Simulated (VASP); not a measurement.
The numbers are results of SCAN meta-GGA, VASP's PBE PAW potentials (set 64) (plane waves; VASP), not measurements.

Input for VASP

KPOINTS:
```
kpoints
0
G
8 8 8
0 0 0
```

**POSCAR**
```
NaBr
1
    0.0000000000     2.8924190330     2.8924190330
    2.8924190330     0.0000000000     2.8924190330
    2.8924190330     2.8924190330     0.0000000000
Na Br
1 1
Direct
  0.0000000000   0.0000000000   0.0000000000
  0.5000000000   0.5000000000   0.5000000000
```

**INCAR**
```
ALGO = Normal
EDIFF = 1E-7
ENCUT = 520
ISIF = 2
ISMEAR = 0
LASPH = T
LCHARG = F
LMAXMIX = 4
LMIXTAU = T
LREAL = F
LWAVE = F
METAGGA = SCAN
NELM = 100
PREC = Accurate
SIGMA = 0.05
SYSTEM = NaBr
```

POTCAR, in this order: Na_pv Br (PBE.64 set). Program: vasp_std.

Output of the run:

File OSZICAR:
```
       N       E                     dE             d eps       ncg     rms          rms(c)
DAV:   1     0.721161470545E+02    0.72116E+02   -0.74287E+03   644   0.126E+03
DAV:   2    -0.206055781159E+02   -0.92722E+02   -0.87472E+02   722   0.283E+02
DAV:   3    -0.286997621590E+02   -0.80942E+01   -0.80310E+01   770   0.816E+01
DAV:   4    -0.288944847366E+02   -0.19472E+00   -0.19456E+00   716   0.128E+01
DAV:   5    -0.288972415072E+02   -0.27568E-02   -0.27566E-02   746   0.160E+00    0.162E+00
DAV:   6    -0.269560283155E+02    0.19412E+01   -0.45133E-01   686   0.922E+00    0.133E+00
DAV:   7    -0.270087127191E+02   -0.52684E-01   -0.26525E-01   647   0.755E+00    0.302E-01
DAV:   8    -0.270299377223E+02   -0.21225E-01   -0.24781E-01   638   0.653E+00    0.430E-01
DAV:   9    -0.268585867886E+02    0.17135E+00   -0.17764E-01   638   0.507E+00    0.111E-01
DAV:  10    -0.271172385030E+02   -0.25865E+00   -0.10407E-01   638   0.351E+00    0.120E-01
DAV:  11    -0.271349170740E+02   -0.17679E-01   -0.65025E-03   638   0.106E+00    0.735E-02
DAV:  12    -0.271347060550E+02    0.21102E-03   -0.95460E-05   791   0.107E-01    0.591E-02
DAV:  13    -0.271351859866E+02   -0.47993E-03   -0.50094E-04   644   0.351E-01    0.509E-02
DAV:  14    -0.271374326192E+02   -0.22466E-02   -0.24146E-03   638   0.605E-01    0.159E-02
DAV:  15    -0.271374307936E+02    0.18255E-05   -0.21249E-05   752   0.553E-02    0.151E-02
DAV:  16    -0.271373978330E+02    0.32961E-04   -0.53899E-06   647   0.357E-02    0.127E-02
DAV:  17    -0.271374318670E+02   -0.34034E-04   -0.66632E-05   638   0.122E-01    0.537E-03
DAV:  18    -0.271374398502E+02   -0.79832E-05   -0.39897E-06   650   0.316E-02    0.557E-03
DAV:  19    -0.271374379059E+02    0.19443E-05   -0.17567E-07   713   0.589E-03    0.478E-03
DAV:  20    -0.271374433267E+02   -0.54208E-05   -0.21206E-07   656   0.695E-03    0.306E-03
DAV:  21    -0.271374412465E+02    0.20802E-05   -0.83235E-08   650   0.374E-03    0.194E-03
DAV:  22    -0.271374412600E+02   -0.13533E-07   -0.13504E-07   650   0.477E-03
   1 F= -.27137441E+02 E0= -.27137441E+02  d E =-.580898E-17
```

### OUTCAR
```
------------------------ aborting loop because EDIFF is reached ----------------------------------------
  FORCE on cell =-STRESS in cart. coord.  units (eV):
  Direction    XX          YY          ZZ          XY          YZ          ZX
  --------------------------------------------------------------------------------------
  Total        0.4620641      0.4620641      0.4620641     -0.0000000     -0.0000000      0.0000000
  in kB       15.2967509     15.2967509     15.2967509     -0.0000000     -0.0000000      0.0000000
  external PRESSURE =      15.2967509 kB  Pullay stress =       0.0000000 kB
  volume of cell :       48.40
      direct lattice vectors                 reciprocal lattice vectors
     0.000000000  2.892419033  2.892419033    -0.172865686  0.172865686  0.172865686
     2.892419033  0.000000000  2.892419033     0.172865686 -0.172865686  0.172865686
     2.892419033  2.892419033  0.000000000     0.172865686  0.172865686 -0.172865686
 POSITION                                       TOTAL-FORCE (eV/Angst)
 -----------------------------------------------------------------------------------
      0.00000      0.00000      0.00000         0.000000      0.000000      0.000000
      2.89242      2.89242      2.89242        -0.000000     -0.000000     -0.000000
 -----------------------------------------------------------------------------------
    total drift:                               -0.000000      0.000000      0.000000
  FREE ENERGIE OF THE ION-ELECTRON SYSTEM (eV)
  ---------------------------------------------------
  free  energy   TOTEN  =       -27.1374412600 eV

  energy  without entropy=      -27.1374412600  energy(sigma->0) =      -27.13744126
```
(Selected blocks of OUTCAR.)

The compound is NaBr in the rock salt structure. This cell is one point of a volume scan, at 0.94 of the reference volume.
